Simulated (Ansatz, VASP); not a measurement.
Given: the input of a run of Ansatz 0.2.0 on CdS.

Contents of input.yaml:

```yaml
crystal:
  lattice:
    - [0.0, 2.7160334386, 2.7160334386]
    - [2.7160334386, 0.0, 2.7160334386]
    - [2.7160334386, 2.7160334386, 0.0]
  atoms:
    - { symbol: Cd, position: [0.0, 0.0, 0.0] }
    - { symbol: S, position: [0.5, 0.5, 0.5] }
kpoints:
  mp_grid: { grid: [8, 8, 8] }
scf:
  occupations: { method: fermi_dirac, width: 0.05 }
hamiltonian:
  xc: pbe
  pseudopotentials: { kind: all_electron, lapw: { basis_error: 0.0005 } }
output:
  forces: true
  stress: true
  eigenvalues: true
```

Potentials or basis: all-electron LAPW, scalar-relativistic.

Launch:

```console
$ ansatz run input.yaml --threads 1 --pin off --max-ram 2560MiB --backend cpu --events-out ev --progress --plain --runs-dir out
```

Problem. Translate it to VASP 6.6.1. Potentials there: VASP PAW PBE potentials, release 64 (Cd, S).

Solution. As run (the cutoff follows the program's own potentials):

The input INCAR:

```
PREC = Accurate ; ENCUT = 520
EDIFF = 1E-7 ; ISMEAR = -1
SIGMA = 0.05 ; LREAL = False
LASPH = True ; NELM = 60
ALGO = Normal ; ISIF = 2
LWAVE = False ; LCHARG = True
GGA = PE ; LELF = True
LVHAR = True ; NBANDS = 16
```

KPOINTS

```
Automatic mesh
0
Gamma
  8 8 8
```

POSCAR

```
CdS
1.0
    0.0000000000      2.7160334386      2.7160334386
    2.7160334386      0.0000000000      2.7160334386
    2.7160334386      2.7160334386      0.0000000000
Cd S
1 1
Direct
    0.0000000000      0.0000000000      0.0000000000
    0.5000000000      0.5000000000      0.5000000000
```

Potentials or basis: VASP PAW PBE potentials, release 64 (Cd, S).

Run with:

```console
$ cat potpaw_PBE.64/Cd/POTCAR potpaw_PBE.64/S/POTCAR > POTCAR
$ mpirun -np 1 vasp_std > vasp.out
```

Both were run:

|  | VASP | Ansatz | Ansatz less VASP |
| --- | --- | --- | --- |
| gap on the k mesh at the Fermi level (eV) | 0.25 | 0.26 | +0.008 |
| least direct gap on the mesh (eV) | 1.80 | 1.83 | +0.027 |
| pressure (GPa) | 3.2 | 2.7 | -0.45 |

Ansatz ran all-electron here, so the differences hold the error of VASP's frozen core and of both bases.
